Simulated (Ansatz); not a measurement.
Here is an Ansatz 0.2.0 calculation.

input.yaml

```yaml
crystal:
  lattice:
    - [0.0, 2.60165, 2.60165]
    - [2.60165, 0.0, 2.60165]
    - [2.60165, 2.60165, 0.0]
  atoms:
    - { symbol: S, position: [0.5, 0.5, 0.5] }
    - { symbol: Mg, position: [0.0, 0.0, 0.0] }
hamiltonian:
  xc: pbe
  pseudopotentials: { kind: paw }
kpoints:
  mp_grid: { grid: [9, 9, 9] }
scf:
  occupations: { method: gaussian, width: 0.027 }
output:
  forces: true
  stress: true
  eigenvalues: true
```

Potentials or basis: Ansatz PAW.

Command:

```sh
$ ansatz run input.yaml --threads 2 --pin off --max-ram 5632MiB --backend cpu --events-out ev --progress --plain --runs-dir out
```

(1) Estimate the pressure.

(2) Predict the band gap on the k mesh.

Answers

(1) 1.2 GPa.

(2) 2.92 eV, indirect (least direct gap 3.72 eV).

Caveat: odd divisions of the mesh miss points on the zone boundary, where band edges often lie, so the gap on the mesh can be too wide.
